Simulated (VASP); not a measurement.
# P in VASP: further runs

The runs below take P through single point, with PBE, r2SCAN.

Everything below comes from runs of VASP 6.6.1. Logs are shortened: lines on timing, memory, paths and dates and some standing lists are left out, and cuts for length are marked.

### 1 Starting point

The cell holds a sheet with vacuum, 8 atoms: a = 3.316 Å, b = 4.379 Å, c = 23.373 Å, α = 90.00°, β = 90.00°, γ = 90.00°.

### 2 Single point, PBE

File INCAR:

```
SYSTEM = P
ALGO = Fast
EDIFF = 1E-7
ENCUT = 520
GGA = PE
ISIF = 2
ISMEAR = 0
LASPH = .TRUE.
LCHARG = .FALSE.
LREAL = .FALSE.
LWAVE = .FALSE.
NBANDS = 30
NELM = 100
PREC = Accurate
SIGMA = 0.03
```

File KPOINTS:

```
k-points
0
G
  10 8 1
  0 0 0
```

File POSCAR:

```
P
1.0
   -3.3164000000      0.0000000000      0.0000000000
    0.0000000000      0.0000000000     -4.3793000000
    0.0000000000    -23.3728000000      0.0000000000
P
8
Direct
    0.0000000000      0.4193200000      0.6577210000
    0.5000000000      0.0806800000      0.6577210000
    0.0000000000      0.5806800000      0.5665570000
    0.5000000000      0.9193200000      0.5665570000
    0.5000000000      0.4193200000      0.4334430000
    0.0000000000      0.0806800000      0.4334430000
    0.0000000000      0.9193200000      0.3422790000
    0.5000000000      0.5806800000      0.3422790000
```

Potentials or basis: VASP PAW PBE potentials, release 64 (P).

The run is started by

```
$ cat potpaw_PBE.64/P/POTCAR > POTCAR
$ mpirun -np 1 vasp_std > vasp.out
```

OUTCAR:

```text
SYSTEM = P
   EDIFF = 1E-7
   ENCUT = 520
   GGA = PE
   ISIF = 2
   ISMEAR = 0
   LASPH = .TRUE.
   LREAL = .FALSE.
   NELM = 100
   PREC = Accurate

 ion  position               nearest neighbor table
   1  0.000  0.419  0.658-   2 2.22   2 2.22   3 2.24
   2  0.500  0.081  0.658-   1 2.22   1 2.22   4 2.24
   3  0.000  0.581  0.567-   4 2.22   4 2.22   1 2.24
   4  0.500  0.919  0.567-   3 2.22   3 2.22   2 2.24
   5  0.500  0.419  0.433-   6 2.22   6 2.22   8 2.24
   6  0.000  0.081  0.433-   5 2.22   5 2.22   7 2.24
   7  0.000  0.919  0.342-   8 2.22   8 2.22   6 2.24
   8  0.500  0.581  0.342-   7 2.22   7 2.22   5 2.24

  LATTYP: Found a simple orthorhombic cell.
 ALAT       =     3.3164000000
 B/A-ratio  =     1.3204981305
 C/A-ratio  =     7.0476420215

  Lattice vectors:

 A1 = (  -3.3164000000,   0.0000000000,   0.0000000000)
 A2 = (   0.0000000000,   0.0000000000,  -4.3793000000)
 A3 = (   0.0000000000, -23.3728000000,   0.0000000000)

Analysis of symmetry for initial positions (statically):
=====================================================================
 Subroutine PRICEL returns:
 Original cell was already a primitive cell.

 Routine SETGRP: Setting up the symmetry group for a
 simple orthorhombic supercell.

 Subroutine GETGRP returns: Found  8 space group operations
 (whereof  2 operations were pure point group operations)
 out of a pool of  8 trial point group operations.

The static configuration has the point symmetry C_1h.
 The point group associated with its full space group is D_2h.

Analysis of symmetry for dynamics (positions and initial velocities):
=====================================================================
 Subroutine PRICEL returns:
 Original cell was already a primitive cell.

 Routine SETGRP: Setting up the symmetry group for a
 simple orthorhombic supercell.

 Subroutine GETGRP returns: Found  8 space group operations
 (whereof  2 operations were pure point group operations)
 out of a pool of  8 trial point group operations.

The dynamic configuration has the point symmetry C_1h.
 The point group associated with its full space group is D_2h.

 Subroutine INISYM returns: Found  8 space group operations
 (whereof  2 operations are pure point group operations),
 and found     1 'primitive' translations

[... 109 lines left out ...]
   NSW    =      0    number of steps for IOM
   IBRION =     -1    ionic relax: 0-MD 1-quasi-New 2-CG
   NFREE  =      0    steps in history (QN), initial steepest desc. (CG)
   ISIF   =      2    stress and relaxation
   ISYM   =      2    0-nonsym 1-usesym 2-fastsym
   POTIM  = 0.5000    time-step for ionic-motion
   TEBEG  =    0.0;   TEEND  =   0.0 temperature during run
   PSTRESS=    0.0 pullay stress
   NELECT =      40.0000    total number of electrons
   NUPDOWN=      -1.0000    fix difference up-down
   EMIN   =  10.00;   EMAX   =-10.00  energy-range for DOS
   EFERMI =   0.00;   METHOD = LEGACY
   ISMEAR =     0;   SIGMA  =   0.03  broadening in eV -4-tet -1-fermi 0-gaus
   EFERMI_NEDOS =   21; number of points for ismear=-14 and -15
   IALGO  =     68    algorithm
   IMIX   =      4    mixing-type and parameters
     AMIX     =   0.40;   BMIX     =  1.00
     AMIX_MAG =   1.60;   BMIX_MAG =  1.00
  volume/ion in A,a.u.               =      42.43       286.34
  Fermi-wavevector in a.u.,A,eV,Ry     =   0.802603  1.516700  8.764484  0.644171
  Thomas-Fermi vector in A             =   1.910312
   LORBIT       =      0    0 simple, 1 ext, 2 COOP (PROOUT), +10 PAW based schemes
   GGA     = PE    functional components
   LHFCALC =     F    Hartree Fock is set to
   AEXX    =    0.0000 exact exchange contribution
   IVDW    =     0    specifies the selected vdW correction
   LEPSILON=     F    determine dielectric tensor
   LRPA    =     F    only Hartree local field effects (RPA)
 non-spin polarized calculation
 RMM-DIIS sequential band-by-band and
 Gauss-broadening in eV      SIGMA  =   0.03
  energy-cutoff  :      520.00
  volume of cell :      339.46
 maximum number of plane-waves:      9204
 NGX is ok and might be reduce to    28
   NGX = 13   NGY = 17   NGZ = 87

 number of electron      40.0000002 magnetization

 Free energy of the ion-electron system (eV)
  ---------------------------------------------------
  ext. energy  EPLUGINS =         0.00000000
  ---------------------------------------------------
  free energy    TOTEN  =       -42.91450459 eV

  energy without entropy =      -42.91450459  energy(sigma->0) =      -42.91450459

 E-fermi :   0.5609     XC(G=0):  -4.8782

 val. band max:        0.4069746378   @ k =   0.0000   0.0000   0.0000
 cond. band min:       0.6911865237   @ k =   0.0000   0.0000   0.0000
 fundamental gap:      0.2842118859
 Fermi energy:         0.5608971266

 k-point     1 :       0.0000    0.0000    0.0000
  band No.  band energies     occupation
      1     -15.2291      2.00000
      2     -15.1089      2.00000
      3     -12.6611      2.00000
      4     -12.3770      2.00000
      5      -8.9791      2.00000
      6      -8.9111      2.00000
[... 781 lines left out ...]
     29       5.3714      0.00000
     30       5.3881      0.00000

 [... further k-points ...]

------------------------ aborting loop because EDIFF is reached ----------------------------------------

  FORCE on cell =-STRESS in cart. coord.  units (eV):
  Direction    XX          YY          ZZ          XY          YZ          ZX
  --------------------------------------------------------------------------------------
  -------------------------------------------------------------------------------------
  Total        1.1139423      1.0984104      1.9089374      0.0000000     -0.0000000      0.0000000
  in kB        5.2576410      5.1843329      9.0098989      0.0000000     -0.0000000      0.0000000
  external PRESSURE =       6.4839576 kB  Pullay stress =       0.0000000 kB

 VOLUME and BASIS-vectors are now :
 -----------------------------------------------------------------------------
  energy-cutoff  :      520.00
  volume of cell :      339.46
      direct lattice vectors                 reciprocal lattice vectors
    -3.316400000  0.000000000  0.000000000    -0.301531781  0.000000000  0.000000000
     0.000000000  0.000000000 -4.379300000     0.000000000  0.000000000 -0.228346996
     0.000000000-23.372800000  0.000000000     0.000000000 -0.042784775  0.000000000

 POSITION                                       TOTAL-FORCE (eV/Angst)
 -----------------------------------------------------------------------------------
      0.00000    -15.37278     -1.83633        -0.000000     -0.077996      0.043805
     -1.65820    -15.37278     -0.35332        -0.000000     -0.077996     -0.043805
      0.00000    -13.24202     -2.54297         0.000000      0.003389      0.013665
     -1.65820    -13.24202     -4.02598        -0.000000      0.003389     -0.013665
     -1.65820    -10.13078     -1.83633         0.000000     -0.003389     -0.013665
      0.00000    -10.13078     -0.35332        -0.000000     -0.003389      0.013665
      0.00000     -8.00002     -4.02598        -0.000000      0.077996      0.043805
     -1.65820     -8.00002     -2.54297        -0.000000      0.077996     -0.043805
 -----------------------------------------------------------------------------------
    total drift:                               -0.000000     -0.000000     -0.000000

  FREE ENERGIE OF THE ION-ELECTRON SYSTEM (eV)
  ---------------------------------------------------
  free  energy   TOTEN  =       -42.9145045898 eV

  energy  without entropy=      -42.9145045898  energy(sigma->0) =      -42.91450459
```

OSZICAR:

```text
N       E                     dE             d eps       ncg     rms          rms(c)
DAV:   1     0.240709403256E+03    0.24071E+03   -0.14459E+04  1800   0.103E+03
DAV:   2    -0.165952961267E+02   -0.25730E+03   -0.24727E+03  2562   0.190E+02
DAV:   3    -0.424334143498E+02   -0.25838E+02   -0.25524E+02  2160   0.633E+01
[... 16 lines left out ...]
RMM:  20    -0.429145020271E+02   -0.19437E-05   -0.13698E-07  1653   0.104E-03    0.170E-04
RMM:  21    -0.429145042157E+02   -0.21886E-05   -0.17073E-07  1574   0.905E-04    0.359E-04
RMM:  22    -0.429145044006E+02   -0.18490E-06   -0.19853E-08  1019   0.465E-04    0.628E-05
RMM:  23    -0.429145045679E+02   -0.16733E-06   -0.13276E-08   934   0.400E-04    0.251E-05
RMM:  24    -0.429145045898E+02   -0.21874E-07   -0.30529E-09   614   0.324E-04
   1 F= -.42914505E+02 E0= -.42914505E+02  d E =-.136230E-11
```

Run time: 8.6 min. Hardware: 1 thread of Intel Xeon Platinum 8259CL at 2.50GHz (Skylake/Cascade Lake), shared host; peak memory 0.54 GiB.

Results:

```
Free energy            : -42.9145 eV
Largest force          : 0.089 eV/Å
Band gap on the k mesh : 0.28 eV, direct
```

Forces on the atoms (eV/Å):
```
P    0.000 -0.078  0.044
P    0.000 -0.078 -0.044
P    0.000  0.003  0.014
P    0.000  0.003 -0.014
P    0.000 -0.003 -0.014
P    0.000 -0.003  0.014
P    0.000  0.078  0.044
P    0.000  0.078 -0.044
```

As with any semilocal functional, this PBE gap is likely too small.

### 3 Single point, r2SCAN

POSCAR is that of step 2.

File INCAR.step1:

```
SYSTEM = P
ALGO = Normal
EDIFF = 1E-4
ENCUT = 520
GGA = PE
ISMEAR = 0
LASPH = .TRUE.
LCHARG = .FALSE.
LREAL = .FALSE.
LWAVE = .TRUE.
NBANDS = 30
NELM = 100
PREC = Accurate
SIGMA = 0.03
```

File INCAR.step2:

```
SYSTEM = P
ALGO = Normal
EDIFF = 1E-6
ENCUT = 520
ISIF = 2
ISMEAR = 0
ISTART = 1
LASPH = .TRUE.
LCHARG = .TRUE.
LELF = .TRUE.
LMIXTAU = .TRUE.
LREAL = .FALSE.
LVHAR = .TRUE.
LWAVE = .FALSE.
METAGGA = R2SCAN
NBANDS = 30
NELM = 100
PREC = Accurate
SIGMA = 0.03
```

KPOINTS is that of step 2.

Potentials or basis: VASP PAW PBE potentials, release 64 (P).

The run is started by

```
$ cat potpaw_PBE.64/P/POTCAR > POTCAR
$ cp INCAR.step1 INCAR
$ mpirun -np 1 vasp_std > vasp.out
$ cp INCAR.step2 INCAR
$ mpirun -np 1 vasp_std > vasp.out
```

OUTCAR:

```text
SYSTEM = P
   EDIFF = 1E-6
   ENCUT = 520
   ISIF = 2
   ISMEAR = 0
   ISTART = 1
   LASPH = .TRUE.
   LREAL = .FALSE.
   METAGGA = R2SCAN
   NELM = 100
   PREC = Accurate

 ion  position               nearest neighbor table
   1  0.000  0.419  0.658-   2 2.22   2 2.22   3 2.24
   2  0.500  0.081  0.658-   1 2.22   1 2.22   4 2.24
   3  0.000  0.581  0.567-   4 2.22   4 2.22   1 2.24
   4  0.500  0.919  0.567-   3 2.22   3 2.22   2 2.24
   5  0.500  0.419  0.433-   6 2.22   6 2.22   8 2.24
   6  0.000  0.081  0.433-   5 2.22   5 2.22   7 2.24
   7  0.000  0.919  0.342-   8 2.22   8 2.22   6 2.24
   8  0.500  0.581  0.342-   7 2.22   7 2.22   5 2.24

  LATTYP: Found a simple orthorhombic cell.
 ALAT       =     3.3164000000
 B/A-ratio  =     1.3204981305
 C/A-ratio  =     7.0476420215

  Lattice vectors:

 A1 = (  -3.3164000000,   0.0000000000,   0.0000000000)
 A2 = (   0.0000000000,   0.0000000000,  -4.3793000000)
 A3 = (   0.0000000000, -23.3728000000,   0.0000000000)

Analysis of symmetry for initial positions (statically):
=====================================================================
 Subroutine PRICEL returns:
 Original cell was already a primitive cell.

 Routine SETGRP: Setting up the symmetry group for a
 simple orthorhombic supercell.

 Subroutine GETGRP returns: Found  8 space group operations
 (whereof  2 operations were pure point group operations)
 out of a pool of  8 trial point group operations.

The static configuration has the point symmetry C_1h.
 The point group associated with its full space group is D_2h.

Analysis of symmetry for dynamics (positions and initial velocities):
=====================================================================
 Subroutine PRICEL returns:
[... 144 lines left out ...]
  Fermi-wavevector in a.u.,A,eV,Ry     =   0.802603  1.516700  8.764484  0.644171
  Thomas-Fermi vector in A             =   1.910312
   LORBIT       =      0    0 simple, 1 ext, 2 COOP (PROOUT), +10 PAW based schemes
   METAGGA = R2SCAN    functional components
   LHFCALC =     F    Hartree Fock is set to
   AEXX    =    0.0000 exact exchange contribution
   IVDW    =     0    specifies the selected vdW correction
   LEPSILON=     F    determine dielectric tensor
   LRPA    =     F    only Hartree local field effects (RPA)
 non-spin polarized calculation
 Gauss-broadening in eV      SIGMA  =   0.03
  energy-cutoff  :      520.00
  volume of cell :      339.46
 maximum number of plane-waves:      9204
 NGX is ok and might be reduce to    28
   NGX = 13   NGY = 17   NGZ = 87

 number of electron      40.0000002 magnetization

 Free energy of the ion-electron system (eV)
  ---------------------------------------------------
  ext. energy  EPLUGINS =         0.00000000
  ---------------------------------------------------
  free energy    TOTEN  =       -71.61979625 eV

  energy without entropy =      -71.61979625  energy(sigma->0) =      -71.61979625

 E-fermi :   0.4266     XC(G=0):  -4.9638

 val. band max:        0.2776824031   @ k =   0.0000   0.0000   0.0000
 cond. band min:       0.7136217132   @ k =   0.0000   0.0000   0.0000
 fundamental gap:      0.4359393101
 Fermi energy:         0.4266060940

 k-point     1 :       0.0000    0.0000    0.0000
  band No.  band energies     occupation
      1     -16.1399      2.00000
      2     -16.0185      2.00000
      3     -13.4313      2.00000
      4     -13.1434      2.00000
      5      -9.5509      2.00000
      6      -9.4812      2.00000
[... 781 lines left out ...]
     29       5.6113      0.00000
     30       5.6113      0.00000

 [... further k-points ...]

------------------------ aborting loop because EDIFF is reached ----------------------------------------

  FORCE on cell =-STRESS in cart. coord.  units (eV):
  Direction    XX          YY          ZZ          XY          YZ          ZX
  --------------------------------------------------------------------------------------
  -------------------------------------------------------------------------------------
  Total       -0.3245290     -0.2714302      0.4847571      0.0000000      0.0000000      0.0000000
  in kB       -1.5317283     -1.2811098      2.2879810      0.0000000      0.0000000      0.0000000
  external PRESSURE =      -0.1749524 kB  Pullay stress =       0.0000000 kB

 VOLUME and BASIS-vectors are now :
 -----------------------------------------------------------------------------
  energy-cutoff  :      520.00
  volume of cell :      339.46
      direct lattice vectors                 reciprocal lattice vectors
    -3.316400000  0.000000000  0.000000000    -0.301531781  0.000000000  0.000000000
     0.000000000  0.000000000 -4.379300000     0.000000000  0.000000000 -0.228346996
     0.000000000-23.372800000  0.000000000     0.000000000 -0.042784775  0.000000000

 POSITION                                       TOTAL-FORCE (eV/Angst)
 -----------------------------------------------------------------------------------
      0.00000    -15.37278     -1.83633         0.000000      0.089011      0.341098
     -1.65820    -15.37278     -0.35332         0.000000      0.089011     -0.341098
      0.00000    -13.24202     -2.54297         0.000000     -0.174744     -0.273256
     -1.65820    -13.24202     -4.02598         0.000000     -0.174744      0.273256
     -1.65820    -10.13078     -1.83633         0.000000      0.174744      0.273256
      0.00000    -10.13078     -0.35332        -0.000000      0.174744     -0.273256
      0.00000     -8.00002     -4.02598         0.000000     -0.089011      0.341098
     -1.65820     -8.00002     -2.54297         0.000000     -0.089011     -0.341098
 -----------------------------------------------------------------------------------
    total drift:                                0.000000     -0.000000     -0.000000

  FREE ENERGIE OF THE ION-ELECTRON SYSTEM (eV)
  ---------------------------------------------------
  free  energy   TOTEN  =       -71.6197962480 eV

  energy  without entropy=      -71.6197962480  energy(sigma->0) =      -71.61979625
```

OUTCAR.step1:

```text
SYSTEM = P
   EDIFF = 1E-4
   ENCUT = 520
   GGA = PE
   ISMEAR = 0
[... 1042 lines left out ...]
     -1.65820    -10.13078     -1.83633         0.000000     -0.002836     -0.013664
      0.00000    -10.13078     -0.35332        -0.000000     -0.002836      0.013664
      0.00000     -8.00002     -4.02598         0.000000      0.077414      0.044264
     -1.65820     -8.00002     -2.54297         0.000000      0.077414     -0.044264
 -----------------------------------------------------------------------------------
    total drift:                               -0.000000     -0.000000     -0.000000

  FREE ENERGIE OF THE ION-ELECTRON SYSTEM (eV)
  ---------------------------------------------------
  free  energy   TOTEN  =       -42.9143887620 eV

  energy  without entropy=      -42.9143887620  energy(sigma->0) =      -42.91438876
```

OSZICAR.step1:

```text
N       E                     dE             d eps       ncg     rms          rms(c)
DAV:   1     0.240709403256E+03    0.24071E+03   -0.14459E+04  1800   0.103E+03
DAV:   2    -0.165952961267E+02   -0.25730E+03   -0.24727E+03  2562   0.190E+02
DAV:   3    -0.424334143498E+02   -0.25838E+02   -0.25524E+02  2160   0.633E+01
DAV:   4    -0.432462972586E+02   -0.81288E+00   -0.80954E+00  2658   0.131E+01
DAV:   5    -0.432642609546E+02   -0.17964E-01   -0.17955E-01  2754   0.181E+00    0.145E+01
DAV:   6    -0.430239691325E+02    0.24029E+00   -0.14346E-01  2262   0.156E+00    0.861E+00
DAV:   7    -0.429150342849E+02    0.10893E+00   -0.26791E-01  2294   0.216E+00    0.397E-01
DAV:   8    -0.429144250515E+02    0.60923E-03   -0.25451E-02  2222   0.722E-01    0.204E-01
DAV:   9    -0.429143955242E+02    0.29527E-04   -0.11183E-03  2760   0.155E-01    0.171E-01
DAV:  10    -0.429141972140E+02    0.19831E-03   -0.36087E-04  1980   0.784E-02    0.139E-01
DAV:  11    -0.429140601117E+02    0.13710E-03   -0.24165E-04  1870   0.616E-02    0.305E-02
DAV:  12    -0.429141860349E+02   -0.12592E-03   -0.65823E-05  1468   0.292E-02    0.285E-02
DAV:  13    -0.429143200096E+02   -0.13397E-03   -0.87417E-05  1586   0.279E-02    0.270E-02
DAV:  14    -0.429143887620E+02   -0.68752E-04   -0.82015E-06  1418   0.134E-02
   1 F= -.42914389E+02 E0= -.42914389E+02  d E =-.135068E-11
```

Run time: 25 min. Hardware: 1 thread of Intel Xeon Platinum 8259CL at 2.50GHz (Skylake/Cascade Lake), shared host; peak memory 0.56 GiB.

Results:

- Free energy: -71.6198 eV
- Largest force: 0.353 eV/Å
- Band gap on the k mesh: 0.44 eV, direct

Forces in eV/Å, atoms in the order of the input:
```
P    0.000  0.089  0.341
P    0.000  0.089 -0.341
P    0.000 -0.175 -0.273
P    0.000 -0.175  0.273
P    0.000  0.175  0.273
P    0.000  0.175 -0.273
P    0.000 -0.089  0.341
P    0.000 -0.089 -0.341
```

Levels at points of the mesh, in eV from the valence-band top:
| k point | band 18 | band 19 | band 20 | band 21 | band 22 | band 23 |
| --- | --- | --- | --- | --- | --- | --- |
| (0.00, 0.00, 0.00) | -2.14 | -0.85 | 0.00 | 0.44 | 1.01 | 1.20 |
| (0.50, 0.00, 0.00) | -2.73 | -2.36 | -2.36 | 1.14 | 1.14 | 1.17 |
| (0.00, 0.50, 0.00) | -1.49 | -1.27 | -1.27 | 1.85 | 1.85 | 1.91 |
| (0.50, 0.50, 0.00) | -1.94 | -1.94 | -1.94 | 2.29 | 2.29 | 2.29 |

Caveat: the PAW data sets were made with another functional, which shifts forces and pressure a little.
